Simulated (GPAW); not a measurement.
# KI (Fm-3m) in GPAW: settings compared

One crystal, KI, is run at these levels: LDA, PBEsol; tasks: equation of state, band structure.

Everything below comes from runs of GPAW 26.7.0. Logs are shortened: lines on timing, memory, paths and dates and some standing lists are left out, and cuts for length are marked. The log counts tension as positive stress, the text compression.

**Measured values to compare with.**

A printed reference work, monograph reports, for a bulk crystal of KI: band gap 6.32 eV.

The results are compared with them further down.

**1. The crystal as given**

It takes space group Fm-3m (No. 225, cubic). The conventional cell has a = 7.066 Å, b = 7.066 Å, c = 7.066 Å, α = 90.00°, β = 90.00°, γ = 90.00°. Around I (site symmetry m-3m) lie 6 K at 3.53 Å. K (site symmetry m-3m) has 6 I at 3.53 Å as nearest neighbours.

**2. Equation of state, LDA**

File run.py:

```python
from ase import Atoms
from ase.eos import EquationOfState
from ase.io import Trajectory
from ase.units import GPa
from gpaw import GPAW, PW

atoms = Atoms(['I', 'K'],
              cell=[[0.0, 3.532775, 3.532775],
                    [3.532775, 0.0, 3.532775],
                    [3.532775, 3.532775, 0.0]],
              scaled_positions=[[0.5, 0.5, 0.5],
                                [0.0, 0.0, 0.0]],
              pbc=True)

traj = Trajectory('eos.traj', 'w')
volumes, energies = [], []
for x in [0.94, 0.96, 0.98, 1.0, 1.02, 1.04, 1.06]:
    a = atoms.copy()
    a.set_cell(atoms.cell * x**(1 / 3), scale_atoms=True)
    calc = GPAW(mode=PW(600),
                xc='LDA',
                kpts={'size': (7, 7, 7), 'gamma': True},
                occupations={'name': 'fermi-dirac', 'width': 0.05},
                nbands=16,
                convergence={'density': 1e-05, 'energy': 1e-05},
                maxiter=150,
                txt=f'eos-{x:.2f}.txt')
    a.calc = calc
    energies.append(a.get_potential_energy(force_consistent=True))
    volumes.append(a.get_volume())
    p = -a.get_stress()[:3].mean() / GPa
    calc.write(f'eos-{x:.2f}.gpw')
    traj.write(a)
    print(f'{x:.2f} {volumes[-1]:10.4f} A^3 {energies[-1]:14.6f} eV {p:9.3f} GPa', flush=True)

v0, e0, B = EquationOfState(volumes, energies, eos='birchmurnaghan').fit()
print(f'V0 = {v0:.4f} A^3, E0 = {e0:.6f} eV, B0 = {B / GPa:.2f} GPa')
```

Potentials or basis: the program's PAW data sets (release 1.2.1) made for this functional, pw.

The run is started by

```sh
OMP_NUM_THREADS=1 python run.py
```

The log of the run:

```text
__  _  _
 | _ |_)|_||  |
 |__||  | ||/\| - 26.7.0

Input parameters:
  mode=PW(ecut=600.0),
  convergence={'density': 1e-05, 'energy': 1e-05},
  kpts=MonkhorstPack(size=(7, 7, 7), gamma=True),
  maxiter=150,
  nbands=16,
  occupations=Occupations(name='fermi-dirac', width=0.05),
  xc=XC(name='LDA')

Diagonalizing LCAO Hamiltonian
Converting LCAO to pw mode

                  I

       K

Atoms  # Å, Bohr magnetons
|   | symbol |        x |        y |        z |    initial magnetic moments |
|---|--------|----------|----------|----------|-----------------------------|
| 0 |      I | 3.460657 | 3.460657 | 3.460657 | ( 0.0000,  0.0000,  0.0000) |
| 1 |      K | 0.000000 | 0.000000 | 0.000000 | ( 0.0000,  0.0000,  0.0000) |

Unit cell  # Å
| periodic |        x |        y |        z |  lengths |    angles |
|----------|----------|----------|----------|----------|-----------|
|      yes | 0.000000 | 3.460657 | 3.460657 | 4.894109 | 60.000000 |
|      yes | 3.460657 | 0.000000 | 3.460657 | 4.894109 | 60.000000 |
|      yes | 3.460657 | 3.460657 | 0.000000 | 4.894109 | 60.000000 |

Number of symmetries: 48
Symmetry operations  # r_c * U_cc + t_c -> r_c
|    | kind |            matrix            |
|----|------|------------------------------|
|  0 |  σ   |  1, 0, 0,  1, 0,-1,  1,-1, 0 |
|  1 |  C2  |  1, 0, 0,  1,-1, 0,  1, 0,-1 |
|  2 |  E   |  1, 0, 0,  0, 1, 0,  0, 0, 1 |
|  3 |  σ   |  1, 0, 0,  0, 0, 1,  0, 1, 0 |
|  4 |  C4  |  1, 0,-1,  1, 0, 0,  1,-1, 0 |
|  5 |  S6  |  1, 0,-1,  1,-1, 0,  1, 0, 0 |
|  6 |  σ   |  1, 0,-1,  0, 1,-1,  0, 0,-1 |
|  7 |  C3  |  1, 0,-1,  0, 0,-1,  0, 1,-1 |
|  8 |  S6  |  1,-1, 0,  1, 0, 0,  1, 0,-1 |
|  9 |  C4  |  1,-1, 0,  1, 0,-1,  1, 0, 0 |
| 10 |  C3  |  1,-1, 0,  0,-1, 1,  0,-1, 0 |
| 11 |  σ   |  1,-1, 0,  0,-1, 0,  0,-1, 1 |
| 12 |  σ   |  0, 1, 0,  1, 0, 0,  0, 0, 1 |
| 13 |  C4  |  0, 1, 0,  0, 1,-1, -1, 1, 0 |
| 14 |  C3  |  0, 1, 0,  0, 0, 1,  1, 0, 0 |
| 15 |  S6  |  0, 1, 0, -1, 1, 0,  0, 1,-1 |
| 16 |  C2  |  0, 1,-1,  1, 0,-1,  0, 0,-1 |
| 17 |  σ   |  0, 1,-1,  0, 1, 0, -1, 1, 0 |
| 18 |  S4  |  0, 1,-1,  0, 0,-1,  1, 0,-1 |
| 19 |  C4  |  0, 1,-1, -1, 1, 0,  0, 1, 0 |
| 20 |  C3  |  0, 0, 1,  1, 0, 0,  0, 1, 0 |
| 21 |  σ   |  0, 0, 1,  0, 1, 0,  1, 0, 0 |
| 22 |  S6  |  0, 0, 1,  0,-1, 1, -1, 0, 1 |
| 23 |  C4  |  0, 0, 1, -1, 0, 1,  0,-1, 1 |
| 24 |  S4  |  0, 0,-1,  1, 0,-1,  0, 1,-1 |
| 25 |  C3  |  0, 0,-1,  0, 1,-1,  1, 0,-1 |
| 26 |  C2  |  0, 0,-1,  0,-1, 0, -1, 0, 0 |
| 27 |  S6  |  0, 0,-1, -1, 0, 0,  0,-1, 0 |
| 28 |  S4  |  0,-1, 1,  1,-1, 0,  0,-1, 0 |
| 29 |  C4  |  0,-1, 1,  0, 0, 1, -1, 0, 1 |
| 30 |  C2  |  0,-1, 1,  0,-1, 0,  1,-1, 0 |
| 31 |  σ   |  0,-1, 1, -1, 0, 1,  0, 0, 1 |
| 32 |  C3  |  0,-1, 0,  1,-1, 0,  0,-1, 1 |
| 33 |  S6  |  0,-1, 0,  0, 0,-1, -1, 0, 0 |
| 34 |  S4  |  0,-1, 0,  0,-1, 1,  1,-1, 0 |
| 35 |  C2  |  0,-1, 0, -1, 0, 0,  0, 0,-1 |
| 36 |  C2  | -1, 1, 0,  0, 1, 0,  0, 1,-1 |
| 37 |  S6  | -1, 1, 0,  0, 1,-1,  0, 1, 0 |
| 38 |  S4  | -1, 1, 0, -1, 0, 1, -1, 0, 0 |
| 39 |  C3  | -1, 1, 0, -1, 0, 0, -1, 0, 1 |
| 40 |  S6  | -1, 0, 1,  0, 0, 1,  0,-1, 1 |
| 41 |  C2  | -1, 0, 1,  0,-1, 1,  0, 0, 1 |
| 42 |  C3  | -1, 0, 1, -1, 1, 0, -1, 0, 0 |
| 43 |  S4  | -1, 0, 1, -1, 0, 0, -1, 1, 0 |
| 44 |  C2  | -1, 0, 0,  0, 0,-1,  0,-1, 0 |
| 45 |  i   | -1, 0, 0,  0,-1, 0,  0, 0,-1 |
| 46 |  σ   | -1, 0, 0, -1, 1, 0, -1, 0, 1 |
| 47 |  C2  | -1, 0, 0, -1, 0, 1, -1, 1, 0 |

BZ-sampling:
  Number of BZ points: 343
  Number of IBZ points: 20

  Monkhorst-Pack size: [7, 7, 7]
  Monkhorst-Pack shift: [0, 0, 0]

K-points  # in reciprocal-cell coordinates
|     |                                coordinates |     weight |
|-----|--------------------------------------------|------------|
|   0 | (  0.00000000,   0.00000000,   0.00000000) | 0.00291545 |
|   1 | (  0.14285714,   0.14285714,   0.00000000) | 0.01749271 |
|   2 | (  0.14285714,   0.14285714,   0.14285714) | 0.02332362 |
|   3 | (  0.28571429,   0.14285714,   0.14285714) | 0.03498542 |
|   4 | (  0.28571429,   0.28571429,   0.00000000) | 0.01749271 |
|   5 | (  0.28571429,   0.28571429,   0.14285714) | 0.06997085 |
|   6 | (  0.28571429,   0.28571429,   0.28571429) | 0.02332362 |
|   7 | (  0.42857143,  -0.28571429,  -0.28571429) | 0.03498542 |
|   8 | (  0.42857143,   0.28571429,  -0.42857143) | 0.13994169 |
|   9 | (  0.42857143,   0.28571429,  -0.28571429) | 0.06997085 |
| ... |                                            |            |
|  19 | (  0.42857143,   0.42857143,   0.42857143) | 0.02332362 |

Plane wave coefficients: 2775
Cutoff: 600.0 eV

Spin-components: 1 (collinear spins)
Bands:           16
Projectors:      10
Spin-degeneracy: 2
Datatype:        complex128

Parallelization:
  kpt:    1
  domain: 1
  band:   1

Density:
  Valence electrons: 16.0
  Components: 1
  Grid points: [28 28 28]
  Charge: 0.0  # |e|

Potential:
  Grid points: [28 28 28]

species:
  I:
    name:    Iodine
    Z:       53.0
    valence: 7
    core:    46
    charge:  0.0  # [|e|]
    compensation charges:
      type: gauss
      rc: 0.37  # [Å]
      lmax: 2
    cutoffs:
      filter: 2.06  # [Å]
      core: 2.90  # [Å]
    projectors
    | kind |    occ | energy [eV] | rcut [Å] |
    |------|--------|-------------|----------|
    |   5s |  2.000 |     -17.626 |    1.164 |
    |   5p |  5.000 |      -7.241 |    1.164 |
    |    s |        |       9.585 |    1.164 |
    |    p |        |      19.970 |    1.164 |
    |    d |        |       0.000 |    1.164 |

    Using partial waves for I as LCAO basis

  K:
    name:    Potassium
    Z:       19.0
    valence: 9
    core:    10
    charge:  0.0  # [|e|]
    compensation charges:
      type: gauss
      rc: 0.35  # [Å]
      lmax: 2
    cutoffs:
      filter: 1.91  # [Å]
      core: 1.27  # [Å]
    projectors
    | kind |    occ | energy [eV] | rcut [Å] |
    |------|--------|-------------|----------|
    |   3s |  2.000 |     -35.177 |    1.122 |
    |   4s |  1.000 |      -2.428 |    1.122 |
    |   3p |  6.000 |     -18.839 |    1.106 |
    |    p |        |       8.373 |    1.106 |
    |    d |        |       0.000 |    0.937 |

    Using partial waves for K as LCAO basis

Reference energy: -209724.155214  # eV

eigensolver:
  PPCG
  Converge bands: occupied
  niter=2

density mixing:
  MSR1-Mixer
  Pratt-step length: 0.05
  Maximum mixing coefficient: 0.75
  Old densities: 10
  SVD Regularization: 0.005
  Good broyden scale: 1.0
  Trust region scale: 1.0
  Backstep threshold: 4.0
  History deletion threshold: 6.0
  Fourier metric: weight=20.0, sigma=0.015

occupation numbers:
  Fermi-Dirac:
    width: 0.0500  # eV

poisson solver:
  ecut: 4800.0  # eV

xc functional:
  name: None

convergence criteria:
- Maximum integral of absolute [dens]ity change: 1e-05 electrons / valence electron
- Maximum [total energy] change in last 3 cyles: 1e-05 eV / valence electron
- Maximum integral of absolute [eigenst]ate change: 4e-08 eV^2 / valence electron
maximum number of iterations: 150

SCF iterations
|iter     | |      energy | eigst |  dens |
|---------|-|-------------|-------|-------|
|iter:   1| |   -6.445760 | -0.25 |       |
|iter:   2| |   -6.438719 | -2.24 | -1.40 |
|iter:   3| |   -6.369070 | -2.36 | -1.43 |
|iter:   4| |   -6.366462 | -3.48 | -1.81 |
|iter:   5| |   -6.366393 | -4.77 | -2.24 |
|iter:   6| |   -6.366397c| -6.19 | -2.92 |
|iter:   7| |   -6.366397c| -7.81c| -3.80 |
|iter:   8| |   -6.366397c| -7.95c| -4.24 |
|iter:   9| |   -6.366397c| -9.14c| -5.78c|

Converged in 9 steps
Energy contributions relative to reference atoms: (reference = -209724.155214)

Energy contributions:
  Kinetic:           3.976604
  Coulomb:          -3.406568
  Zero:             -0.678035
  External:          0.000000
  Xc:               -6.258398
  Entropy:           0.000000
  Spinorbit:         0.000000
  ----------------------------
  Free energy:      -6.366397
  Extrapolated:     -6.366397

dipole moment: (-25.145844, -25.145844, -25.145844)  # |e|*Ang

Fermi level: 2.350
Eigenvalues  # (at kpt = [0.000, 0.000, 0.000])
| band index |      eig [eV] | occ [0-2] |
|------------|---------------|-----------|
|          0 |       -27.466 |     2.000 |
|          1 |       -11.197 |     2.000 |
|          2 |       -11.197 |     2.000 |
|          3 |       -11.197 |     2.000 |
|          4 |       -10.093 |     2.000 |
|          5 |         0.597 |     2.000 |
[... 8 lines left out ...]
|         14 |        10.225 |     0.000 |
|         15 |        13.521 |     0.000 |

Gap: 3.763 eV
Transition (v -> c):
  (s=0, k=0, n=7, [0.00, 0.00, 0.00]) -> (s=0, k=0, n=8, [0.00, 0.00, 0.00])
No difference between direct/indirect transitions

Stress tensor  # eV/Ang^3
|        x |         y |         z |
|----------|-----------|-----------|
| 0.004113 |  0.000000 |  0.000000 |
| 0.000000 |  0.004113 | -0.000000 |
| 0.000000 | -0.000000 |  0.004113 |

# Writing to eos-0.94.gpw (mode='')
```

Wall time 96 s (1 thread of Arm Neoverse V2, shared host); peak memory 0.25 GiB.

What came out:

```
Equilibrium volume : 39.61 Å³/atom (rough: see the caveat)
Bulk modulus       : 16.1 GPa (rough)
```

Energy against volume, from the lowest point:
```
volume (Å³/atom)  energy (meV/atom)
          41.445               0.00
          42.327               4.29
          43.209               9.88
          44.091              16.60
          44.973              24.32
          45.854              32.89
          46.736              42.21
```

Caveat: the minimum lies outside the volumes run. The run has no spin-orbit coupling, so splittings on I are missing.

**3. Band structure, PBEsol**

File run.py:

```python
from ase import Atoms
from ase.dft.bandgap import bandgap
from ase.io import write
from ase.units import GPa
from gpaw import GPAW, PW, setup_paths

setup_paths.insert(0, '.')

atoms = Atoms(['I', 'K'],
              cell=[[0.0, 3.532775, 3.532775],
                    [3.532775, 0.0, 3.532775],
                    [3.532775, 3.532775, 0.0]],
              scaled_positions=[[0.5, 0.5, 0.5],
                                [0.0, 0.0, 0.0]],
              pbc=True)

calc = GPAW(mode=PW(600),
            xc='PBEsol',
            kpts={'size': (7, 7, 7), 'gamma': True},
            occupations={'name': 'fermi-dirac', 'width': 0.05},
            nbands=16,
            convergence={'density': 1e-05, 'energy': 1e-05},
            maxiter=150,
            txt='gpaw.txt')
atoms.calc = calc
energy = atoms.get_potential_energy()
forces = atoms.get_forces()
stress = atoms.get_stress()
calc.write('gs.gpw')
write('result.traj', atoms)
print(f'Energy: {energy:.6f} eV')
print('Forces (eV/A):')
print(forces.round(4))
print('Stress (GPa):', (stress / GPa).round(3))
print('Fermi level:', round(calc.get_fermi_level(), 4), 'eV')
print(f'Gap: {bandgap(calc)[0]:.4f} eV, direct: {bandgap(calc, direct=True)[0]:.4f} eV')

path = atoms.cell.bandpath('GXWKGLUWLK,UX', npoints=100, eps=1e-4)
bs_calc = calc.fixed_density(kpts=path, symmetry='off', nbands=31,
                             convergence={'bands': 'CBM+6.0', 'eigenstates': 1e-6}, txt='bands.txt')
bs = bs_calc.band_structure()
bs.write('bs.json')
print(f'Gap on the path: {bandgap(bs_calc)[0]:.4f} eV')
```

Potentials or basis: PAW data sets generated in the run's folder for this functional, pw.

The run is started by

```sh
gpaw-setup -f PBEsol I K
OMP_NUM_THREADS=1 python run.py
```

It took 1.8 min on 1 thread of Arm Neoverse V2, shared host; peak memory 0.41 GiB.

It converged, with:

```yaml
Free_energy: -5.9854 eV
Pressure: -0.3 GPa
Band_gap_on_the_k_mesh: 3.83 eV, direct
Band_gap_along_the_path: 3.83 eV, direct
```

Levels at the corners of the path, in eV from the valence-band top:
```tsv
point	band 4	band 5	band 6	band 7	band 8	band 9	band 10	band 11	band 12	band 13
Γ	-11.89	-10.52	0.00	0.00	0.00	3.83	6.44	6.44	6.44	7.18
X	-11.91	-10.37	-1.02	-0.37	-0.37	4.84	5.69	8.07	8.65	8.66
W	-11.92	-10.31	-0.74	-0.74	-0.61	6.38	6.38	6.58	8.10	8.78
K	-11.90	-10.31	-0.87	-0.77	-0.39	5.52	6.57	7.52	8.21	8.48
Γ	-11.89	-10.52	0.00	0.00	0.00	3.83	6.44	6.44	6.44	7.18
L	-11.89	-10.23	-1.34	-0.34	-0.34	5.39	7.62	8.08	8.08	8.66
U	-11.90	-10.31	-0.87	-0.77	-0.39	5.52	6.57	7.52	8.21	8.48
W	-11.92	-10.31	-0.74	-0.74	-0.61	6.38	6.38	6.58	8.10	8.78
L	-11.89	-10.23	-1.34	-0.34	-0.34	5.39	7.62	8.08	8.08	8.66
K	-11.90	-10.31	-0.87	-0.77	-0.39	5.52	6.57	7.52	8.21	8.48
U	-11.90	-10.31	-0.87	-0.77	-0.39	5.52	6.57	7.52	8.21	8.48
X	-11.91	-10.37	-1.02	-0.37	-0.37	4.84	5.69	8.07	8.65	8.66
```

Caveat: spin-orbit coupling is left out, which moves the levels of the heavy elements.

**4. How close it comes**

Step 3. Against the measured gap of KI, 6.32 eV (a printed reference work, monograph), the calculated 3.83 eV is off by -2.49 eV. Spin-orbit coupling on I is left out. The value is that of PBEsol, without temperature or zero-point motion. Semilocal functionals fall short of measured gaps as a rule.
